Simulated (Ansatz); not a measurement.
# C: a stacking-fault curve

The task, for C: slide the crystal rigidly across a (1 1 1) plane.

Computed with Ansatz 0.2.0 (DFT r2SCAN, scalar-relativistic, plane waves, PAW, unless a step's input says otherwise).

2 further runs of the same task are left out: 2 set aside as unsound or not needed.

## Step 1: The structure to begin with

Symmetry: Fd-3m, No. 227, cubic system. The conventional cell has a = 3.560 Å, b = 3.560 Å, c = 3.560 Å, α = 90.00°, β = 90.00°, γ = 90.00°. C (site symmetry -43m) has 4 C at 1.54 Å as nearest neighbours.

Coordinates:

```
C
1.0
     1.78014   -1.78014    0.00000
     1.78014    0.00000   -1.78014
     7.12057    7.12057    7.12057
C
12
Direct
  0.66667 0.66667 0.41667
  0.00000 0.00000 0.25000
  0.33333 0.33333 0.58333
  0.66667 0.66667 0.91667
  0.00000 0.00000 0.75000
  0.33333 0.33333 0.08333
  0.66667 0.66667 0.54167
  0.00000 0.00000 0.37500
  0.33333 0.33333 0.70833
  0.66667 0.66667 0.04167
  0.00000 0.00000 0.87500
  0.33333 0.33333 0.20833
```

It is built from the cell relaxed beforehand with the same method (5.64 Å³/atom).

## Step 2: Zero of energy

The cell is repeated 6 times, 12 atoms in all. Reference values: F = -3018.6689 eV; pressure 0.00 GPa; largest force 0.000 eV/Å; gap on the mesh 4.41 eV. It was computed beforehand with the settings of the runs below.

## Step 3: Next: a stacking-fault curve

The cut lies on the cell's a–b face, a (1 1 1) plane of area 5.49 Å², between layers 1.54 Å apart (C below, C above); the cell is 12.3 Å thick. Vector c is tilted by f times 1·a + 0·b (length 2.518 Å) with the atoms' Cartesian places fixed: one unrelaxed fault per cell.

## Step 4: f = 0.200

File input.yaml:

```yaml
crystal:
  lattice:
    - [1.7801417073, -1.7801417073, 0.0]
    - [1.7801417073, 0.0, -1.7801417073]
    - [7.4765951708, 6.7645384878, 7.1205668293]
  atoms:
    - { symbol: C, position: [0.6124933333, 0.6666666667, 0.2708666667] }
    - { symbol: C, position: [-0.02084, 0.0, 0.1042] }
    - { symbol: C, position: [0.2458266667, 0.3333333333, 0.4375333333] }
    - { symbol: C, position: [0.5124933333, 0.6666666667, 0.7708666667] }
    - { symbol: C, position: [0.87916, 1.0, 0.6042] }
    - { symbol: C, position: [0.1458266667, 0.3333333333, 0.9375333333] }
    - { symbol: C, position: [0.5874933333, 0.6666666667, 0.3958666667] }
    - { symbol: C, position: [0.95416, 1.0, 0.2292] }
    - { symbol: C, position: [0.2208266667, 0.3333333333, 0.5625333333] }
    - { symbol: C, position: [0.4874933333, 0.6666666667, 0.8958666667] }
    - { symbol: C, position: [-0.14584, 0.0, 0.7292] }
    - { symbol: C, position: [0.3208266667, 0.3333333333, 0.0625333333] }
basis:
  ecutwfc: 500
kpoints:
  mp_grid: { grid: [10, 10, 2] }
hamiltonian:
  xc: r2scan
scf:
  occupations: { method: gaussian, width: 0.05 }
output:
  forces: true
  stress: true
  eigenvalues: true
```

The run is started by

```bash
$ ansatz run input.yaml --threads 2 --pin off --max-ram 5120MiB --backend cpu --events-out ev --progress --plain --runs-dir out
```

Output, cut to the lines that bear on the results:

```text
Warning: RAYON_NUM_THREADS=2 ignored (pool sized by the plan → 2); use --threads N
[...]
Pseudopotentials: kind: paw
Pseudopotential: C, paw, valence charge 4, recommended cutoff 500 eV (meta_gga), C.paw.azcp
Functional definition: r2SCAN
[...]
Crystal: 12 atoms, lattice volume = 67.693 Å³
Basis set: ecut = 500 eV, 1723 PW (Γ), exchange–correlation on 80×80×384 points (64 copies of the dense FFT grid, shifted against one another)
Bands: 36, of which v1, the nominal top of the filled ones, is band 24 counted from 1 (23 counted from 0)
Symmetry: 2 space group operations
Space group: P-1 (ITA 2), of the structure as read, at distance tolerance 4.1e-5 Å
k-points: 104 of 200
[...]
SCF iter   1: F=—  HF=-3017.248446 eV  |F-HF|=—  |Δ(HF+E_count)|=         —  Δρ=9.24e-3  dr2=2.10e-2  dr2_τ=2.29e0  ethr=1.77e-3  ⟨swp⟩=6.0  Hψ=17618  notcnv=0  defer=156
[...]
SCF iter   8: F=-3017.588229 eV  HF=-3017.588229 eV  |F-HF|=1.85e-8  |Δ(HF+E_count)|=   1.96e-7  Δρ=1.36e-5  dr2=4.11e-8  dr2_τ=6.06e-9  ethr=2.08e-10  ⟨swp⟩=9.9  Hψ=15223  notcnv=0
[...]
SCF converged after 8 iterations
Free energy (F): -3017.588229 eV
[...]
E sigma→0 (E₀):  -3017.588229 eV
Fermi energy:    15.247079 eV
[...]
--- Forces (eV/Å), atoms counted from 1 ---
  atom   1  C      0.00642573    -0.01365958     0.00140169
  atom   2  C      0.06426413    -0.01633881     0.32323899
  atom   3  C      0.00374282    -0.00529767    -0.00097528
  atom   4  C      0.24982548    -0.33459341    -0.10036382
  atom   5  C      0.02787077    -0.03282418    -0.00630077
  atom   6  C      2.49400499    -2.84589510    -0.14889468
  atom   7  C     -0.02787077     0.03282418     0.00630077
  atom   8  C     -0.24982548     0.33459341     0.10036382
[...]
--- Stress (GPa, compression-positive) ---
      -17.079691       2.276492      -7.233328
        2.276495      14.070879      10.338784
       -7.233327      10.338780       3.872217
  P = ⅓ Tr σ = 0.2878 GPa (2.878 kbar)
--- Band table (eV; the first three rows and the last of 104) ---
[...]
```

Wall time 17 s (2 threads of Arm Neoverse V1, shared host); peak memory 0.62 GiB.

## Step 5: f = 0.400

File input.yaml:

```yaml
crystal:
  lattice:
    - [1.7801417073, -1.7801417073, 0.0]
    - [1.7801417073, 0.0, -1.7801417073]
    - [7.8326235122, 6.4085101464, 7.1205668293]
  atoms:
    - { symbol: C, position: [0.55832, 0.6666666667, 0.2708666667] }
    - { symbol: C, position: [-0.04168, 0.0, 0.1042] }
    - { symbol: C, position: [0.15832, 0.3333333333, 0.4375333333] }
    - { symbol: C, position: [0.35832, 0.6666666667, 0.7708666667] }
    - { symbol: C, position: [0.75832, 1.0, 0.6042] }
    - { symbol: C, position: [-0.04168, 0.3333333333, 0.9375333333] }
    - { symbol: C, position: [0.50832, 0.6666666667, 0.3958666667] }
    - { symbol: C, position: [0.90832, 1.0, 0.2292] }
    - { symbol: C, position: [0.10832, 0.3333333333, 0.5625333333] }
    - { symbol: C, position: [0.30832, 0.6666666667, 0.8958666667] }
    - { symbol: C, position: [-0.29168, 0.0, 0.7292] }
    - { symbol: C, position: [0.30832, 0.3333333333, 0.0625333333] }
basis:
  ecutwfc: 500
kpoints:
  mp_grid: { grid: [10, 10, 2] }
hamiltonian:
  xc: r2scan
scf:
  occupations: { method: gaussian, width: 0.05 }
output:
  forces: true
  stress: true
  eigenvalues: true
```

The run is started by

```bash
$ ansatz run input.yaml --threads 2 --pin off --max-ram 5120MiB --backend cpu --events-out ev --progress --plain --runs-dir out
```

Output, cut to the lines that bear on the results:

```text
Warning: RAYON_NUM_THREADS=2 ignored (pool sized by the plan → 2); use --threads N
[...]
[... 3 set-up lines as earlier in the session ...]
[...]
Crystal: 12 atoms, lattice volume = 67.693 Å³
Basis set: ecut = 500 eV, 1717 PW (Γ), exchange–correlation on 80×80×384 points (64 copies of the dense FFT grid, shifted against one another)
Bands: 36, of which v1, the nominal top of the filled ones, is band 24 counted from 1 (23 counted from 0)
[... 2 set-up lines as earlier in the session ...]
k-points: 104 of 200
[...]
SCF iter   1: F=—  HF=-3014.655376 eV  |F-HF|=—  |Δ(HF+E_count)|=         —  Δρ=1.11e-2  dr2=6.28e-2  dr2_τ=2.23e0  ethr=1.77e-3  ⟨swp⟩=6.1  Hψ=17502  notcnv=0  defer=236
[...]
SCF iter   9: F=-3014.992364 eV  HF=-3014.992364 eV  |F-HF|=1.92e-8  |Δ(HF+E_count)|=   8.05e-8  Δρ=5.10e-6  dr2=3.48e-8  dr2_τ=6.16e-10  ethr=2.08e-10  ⟨swp⟩=11.2  Hψ=20488  notcnv=0
[...]
SCF converged after 9 iterations
Free energy (F): -3014.992364 eV
[...]
E sigma→0 (E₀):  -3014.991967 eV
Entropy (-TS):   -0.000794 eV (-0.066 meV/atom)
Fermi energy:    13.810432 eV
[...]
--- Forces (eV/Å), atoms counted from 1 ---
  atom   1  C     -0.04706618    -0.05827245    -0.03014686
  atom   2  C     -0.03921635    -0.08232366     0.92101701
  atom   3  C     -0.03494987    -0.03646244    -0.03278632
  atom   4  C      0.14133748    -0.42976228    -0.49780917
  atom   5  C     -0.00996956    -0.06955701    -0.05169442
  atom   6  C      1.48051248    -4.45574993    -1.53599211
  atom   7  C      0.00996956     0.06955701     0.05169442
  atom   8  C     -0.14133748     0.42976228     0.49780917
[...]
--- Stress (GPa, compression-positive) ---
      -20.473212       6.612618      -1.294136
        6.612618      13.178112      17.967129
       -1.294136      17.967129      14.996198
  P = ⅓ Tr σ = 2.5670 GPa (25.670 kbar)
--- Band table (eV; the first three rows and the last of 104) ---
[...]
```

Wall time 19 s (2 threads of Arm Neoverse V1, shared host); peak memory 0.62 GiB.

## Step 6: At f = 0.100

File input.yaml:

```yaml
crystal:
  lattice:
    - [1.7801417073, -1.7801417073, 0.0]
    - [1.7801417073, 0.0, -1.7801417073]
    - [7.298581, 6.9425526586, 7.1205668293]
  atoms:
    - { symbol: C, position: [0.63958, 0.6666666667, 0.2708666667] }
    - { symbol: C, position: [-0.01042, 0.0, 0.1042] }
    - { symbol: C, position: [0.28958, 0.3333333333, 0.4375333333] }
    - { symbol: C, position: [0.58958, 0.6666666667, 0.7708666667] }
    - { symbol: C, position: [0.93958, 1.0, 0.6042] }
    - { symbol: C, position: [0.23958, 0.3333333333, 0.9375333333] }
    - { symbol: C, position: [0.62708, 0.6666666667, 0.3958666667] }
    - { symbol: C, position: [0.97708, 1.0, 0.2292] }
    - { symbol: C, position: [0.27708, 0.3333333333, 0.5625333333] }
    - { symbol: C, position: [0.57708, 0.6666666667, 0.8958666667] }
    - { symbol: C, position: [-0.07292, 0.0, 0.7292] }
    - { symbol: C, position: [0.32708, 0.3333333333, 0.0625333333] }
basis:
  ecutwfc: 500
kpoints:
  mp_grid: { grid: [10, 10, 2] }
hamiltonian:
  xc: r2scan
scf:
  occupations: { method: gaussian, width: 0.05 }
output:
  forces: true
  stress: true
  eigenvalues: true
```

The run is started by

```bash
$ ansatz run input.yaml --threads 2 --pin off --max-ram 5120MiB --backend cpu --events-out ev --progress --plain --runs-dir out
```

Output, cut to the lines that bear on the results:

```text
[...]
SCF converged after 8 iterations
Free energy (F): -3018.393845 eV
[...]
E sigma→0 (E₀):  -3018.393845 eV
Fermi energy:    15.549222 eV
[...]
--- Forces (eV/Å), atoms counted from 1 ---
  atom   1  C      0.00404552    -0.00617424     0.00041644
  atom   2  C      0.03218062    -0.01616912     0.09085793
  atom   3  C      0.00208198    -0.00250729    -0.00023391
  atom   4  C      0.14618865    -0.16894996    -0.02476830
  atom   5  C      0.01511186    -0.01649744    -0.00160105
  atom   6  C      1.37984109    -1.40507045    -0.00320543
  atom   7  C     -0.01511186     0.01649744     0.00160105
  atom   8  C     -0.14618865     0.16894996     0.02476830
[...]
--- Stress (GPa, compression-positive) ---
       -8.637942       0.553892      -4.289299
        0.553893       7.711429       4.946314
       -4.289299       4.946313       0.972774
  P = ⅓ Tr σ = 0.0154 GPa (0.154 kbar)
--- Band table (eV; the first three rows and the last of 104) ---
[...]
```

Run time: 18 s. Hardware: 2 threads of Arm Neoverse V1, shared host; peak memory 0.61 GiB.

## Step 7: f = 0.300

File input.yaml:

```yaml
crystal:
  lattice:
    - [1.7801417073, -1.7801417073, 0.0]
    - [1.7801417073, 0.0, -1.7801417073]
    - [7.6546093415, 6.5865243171, 7.1205668293]
  atoms:
    - { symbol: C, position: [0.5854066667, 0.6666666667, 0.2708666667] }
    - { symbol: C, position: [-0.03126, 0.0, 0.1042] }
    - { symbol: C, position: [0.2020733333, 0.3333333333, 0.4375333333] }
    - { symbol: C, position: [0.4354066667, 0.6666666667, 0.7708666667] }
    - { symbol: C, position: [0.81874, 1.0, 0.6042] }
    - { symbol: C, position: [0.0520733333, 0.3333333333, 0.9375333333] }
    - { symbol: C, position: [0.5479066667, 0.6666666667, 0.3958666667] }
    - { symbol: C, position: [0.93124, 1.0, 0.2292] }
    - { symbol: C, position: [0.1645733333, 0.3333333333, 0.5625333333] }
    - { symbol: C, position: [0.3979066667, 0.6666666667, 0.8958666667] }
    - { symbol: C, position: [-0.21876, 0.0, 0.7292] }
    - { symbol: C, position: [0.3145733333, 0.3333333333, 0.0625333333] }
basis:
  ecutwfc: 500
kpoints:
  mp_grid: { grid: [10, 10, 2] }
hamiltonian:
  xc: r2scan
scf:
  occupations: { method: gaussian, width: 0.05 }
output:
  forces: true
  stress: true
  eigenvalues: true
```

The run is started by

```bash
$ ansatz run input.yaml --threads 2 --pin off --max-ram 5120MiB --backend cpu --events-out ev --progress --plain --runs-dir out
```

Output, cut to the lines that bear on the results:

```text
Warning: RAYON_NUM_THREADS=2 ignored (pool sized by the plan → 2); use --threads N
[...]
[... 3 set-up lines as earlier in the session ...]
[...]
Crystal: 12 atoms, lattice volume = 67.693 Å³
Basis set: ecut = 500 eV, 1719 PW (Γ), exchange–correlation on 80×80×384 points (64 copies of the dense FFT grid, shifted against one another)
Bands: 36, of which v1, the nominal top of the filled ones, is band 24 counted from 1 (23 counted from 0)
[... 2 set-up lines as earlier in the session ...]
k-points: 104 of 200
[...]
SCF iter   1: F=—  HF=-3016.010508 eV  |F-HF|=—  |Δ(HF+E_count)|=         —  Δρ=1.00e-2  dr2=3.30e-2  dr2_τ=2.27e0  ethr=1.77e-3  ⟨swp⟩=6.0  Hψ=17673  notcnv=0  defer=193
[...]
SCF iter   8: F=-3016.351127 eV  HF=-3016.351127 eV  |F-HF|=3.51e-8  |Δ(HF+E_count)|=   2.26e-7  Δρ=1.37e-5  dr2=4.34e-8  dr2_τ=7.75e-9  ethr=2.08e-10  ⟨swp⟩=10.6  Hψ=16403  notcnv=0
[...]
SCF converged after 8 iterations
Free energy (F): -3016.351127 eV
[...]
E sigma→0 (E₀):  -3016.351127 eV
Fermi energy:    14.559465 eV
[...]
--- Forces (eV/Å), atoms counted from 1 ---
  atom   1  C      0.00768231    -0.01983857     0.00157890
  atom   2  C      0.07744753    -0.01177677     0.61513143
  atom   3  C      0.00502719    -0.00780647    -0.00222598
  atom   4  C      0.29190061    -0.45349166    -0.23570567
  atom   5  C      0.03751321    -0.04568334    -0.01341092
  atom   6  C      2.84414797    -4.19505629    -0.64209607
  atom   7  C     -0.03751321     0.04568334     0.01341092
  atom   8  C     -0.29190061     0.45349166     0.23570567
[...]
--- Stress (GPa, compression-positive) ---
      -22.858843       4.848416      -7.537069
        4.848422      17.988264      15.574181
       -7.537061      15.574178       8.576782
  P = ⅓ Tr σ = 1.2354 GPa (12.354 kbar)
--- Band table (eV; the first three rows and the last of 104) ---
[...]
```

Run time: 18 s. Hardware: 2 threads of Arm Neoverse V1, shared host; peak memory 0.62 GiB.

## Step 8: At f = 0.500

File input.yaml:

```yaml
crystal:
  lattice:
    - [1.7801417073, -1.7801417073, 0.0]
    - [1.7801417073, 0.0, -1.7801417073]
    - [8.010637683, 6.2304959756, 7.1205668293]
  atoms:
    - { symbol: C, position: [0.5312333333, 0.6666666667, 0.2708666667] }
    - { symbol: C, position: [-0.0521, 0.0, 0.1042] }
    - { symbol: C, position: [0.1145666667, 0.3333333333, 0.4375333333] }
    - { symbol: C, position: [0.2812333333, 0.6666666667, 0.7708666667] }
    - { symbol: C, position: [0.6979, 1.0, 0.6042] }
    - { symbol: C, position: [-0.1354333333, 0.3333333333, 0.9375333333] }
    - { symbol: C, position: [0.4687333333, 0.6666666667, 0.3958666667] }
    - { symbol: C, position: [0.8854, 1.0, 0.2292] }
    - { symbol: C, position: [0.0520666667, 0.3333333333, 0.5625333333] }
    - { symbol: C, position: [0.2187333333, 0.6666666667, 0.8958666667] }
    - { symbol: C, position: [-0.3646, 0.0, 0.7292] }
    - { symbol: C, position: [0.3020666667, 0.3333333333, 0.0625333333] }
basis:
  ecutwfc: 500
kpoints:
  mp_grid: { grid: [10, 10, 2] }
hamiltonian:
  xc: r2scan
scf:
  occupations: { method: gaussian, width: 0.05 }
output:
  forces: true
  stress: true
  eigenvalues: true
```

The run is started by

```bash
$ ansatz run input.yaml --threads 2 --pin off --max-ram 5120MiB --backend cpu --events-out ev --progress --plain --runs-dir out
```

Output, cut to the lines that bear on the results:

```text
Warning: crystal.symmetry: narrowed to the stabiliser of the k-point mesh — unitary ops 4 → 2; excluded 2 operations that carry a point of the 10×10×2 mesh (shift [0, 0, 0]) off the mesh (the run samples exactly the mesh kpoints.mp_grid names, as under crystal.symmetry.detect: false, and [...]
Warning: RAYON_NUM_THREADS=2 ignored (pool sized by the plan → 2); use --threads N
[...]
[... 3 set-up lines as earlier in the session ...]
[...]
Crystal: 12 atoms, lattice volume = 67.693 Å³
Basis set: ecut = 500 eV, 1723 PW (Γ), exchange–correlation on 80×80×384 points (64 copies of the dense FFT grid, shifted against one another)
Bands: 36, of which v1, the nominal top of the filled ones, is band 24 counted from 1 (23 counted from 0)
[... 1 set-up line as earlier in the session ...]
k-points: 104 of 200
[...]
SCF iter   1: F=—  HF=-3014.062600 eV  |F-HF|=—  |Δ(HF+E_count)|=         —  Δρ=1.17e-2  dr2=1.10e-1  dr2_τ=2.20e0  ethr=1.77e-3  ⟨swp⟩=6.2  Hψ=17455  notcnv=0  defer=252
[...]
SCF iter   9: F=-3014.392677 eV  HF=-3014.392677 eV  |F-HF|=1.75e-8  |Δ(HF+E_count)|=   5.11e-8  Δρ=8.36e-6  dr2=4.23e-8  dr2_τ=1.94e-9  ethr=2.08e-10  ⟨swp⟩=13.6  Hψ=22796  notcnv=0
[...]
SCF converged after 9 iterations
Free energy (F): -3014.392677 eV
[...]
E sigma→0 (E₀):  -3014.392166 eV
Entropy (-TS):   -0.001021 eV (-0.085 meV/atom)
Fermi energy:    13.881171 eV
[...]
--- Forces (eV/Å), atoms counted from 1 ---
  atom   1  C     -0.07483133    -0.07397452    -0.02614544
  atom   2  C     -0.25984794    -0.25952783     1.09168736
  atom   3  C     -0.04688933    -0.04612414    -0.04284836
  atom   4  C     -0.15652203    -0.15546978    -0.64952344
  atom   5  C     -0.05088620    -0.04991258    -0.07235559
  atom   6  C     -1.93194638    -1.93311513    -2.16169292
  atom   7  C      0.05088620     0.04991258     0.07235559
  atom   8  C      0.15652203     0.15546978     0.64952344
[...]
--- Stress (GPa, compression-positive) ---
       -5.279279       5.671778      11.422345
        5.671778      -5.256213      11.457698
       11.422346      11.457698      19.045719
  P = ⅓ Tr σ = 2.8367 GPa (28.367 kbar)
--- Band table (eV; the first three rows and the last of 104) ---
[...]
```

Run time: 25 s. Hardware: 2 threads of Arm Neoverse V1, shared host; peak memory 0.62 GiB.

## Step 9: Results of the scan

The scan, with free energies counted from the undisturbed cell:

```tsv
f	γ (mJ/m²)	shear traction (GPa)	gap on the mesh (eV)
0.000	0	0.0	4.41
0.100	803	63.5	3.86
0.200	3155	121.6	2.81
0.300	6766	160.2	1.14
0.400	10732	134.6	0.00
0.500	12483	0.0	0.00
```

Not run, since symmetry makes them alike: 0.600 repeats 0.400, 0.800 repeats 0.200, 0.700 repeats 0.300, 0.900 repeats 0.100. Energy, pressure and gap are the same there.

Where the gap reads zero, the mesh chosen for the insulator is on the coarse side.

## Step 10: Outcome

| quantity | value |
| --- | --- |
| highest fault energy sampled | 12483 mJ/m² at f = 0.500 |
| largest shear traction sampled | 160.2 GPa |

In words: The highest point computed is 12483 mJ/m², at f = 0.500; the true top can lie between points. The values are for rigid blocks: relaxation normal to the plane would bring them down. The gap on the mesh, 4.41 eV at the start, reads zero at f = 0.400.
